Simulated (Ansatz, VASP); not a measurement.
Sc: VASP beside Ansatz

```xyz
1
Lattice="-1.7856 1.7856 1.7856 1.7856 -1.7856 1.7856 1.7856 1.7856 -1.7856" Properties=species:S:1:pos:R:3 pbc="T T T"
Sc    0.0000    0.0000    0.0000
```

Alike in both runs: functional LDA; k mesh 12 × 12 × 12; occupations fermi-dirac, width 0.1 eV; no spin polarisation.

Ansatz relaxed the structure, and its values are those at the end. VASP's run is a single point on that final structure, the one shown.

|  | VASP | Ansatz |
| --- | --- | --- |
| version | VASP 6.6.1 | Ansatz 0.2.0 |
| potentials or method | VASP PAW LDA potentials, release 64 (Sc_sv) | plane waves (420 eV) with PAW, scalar-relativistic |
| plane-wave cutoff (eV) | 520 | 420 |
| valence electrons in the cell | 11 | 11 |

|  | VASP | Ansatz | Ansatz less VASP |
| --- | --- | --- | --- |
| pressure (GPa) | 0.0 | 0.0 | -0.08 |

Ansatz warned: «pseudo_functional_mismatch».
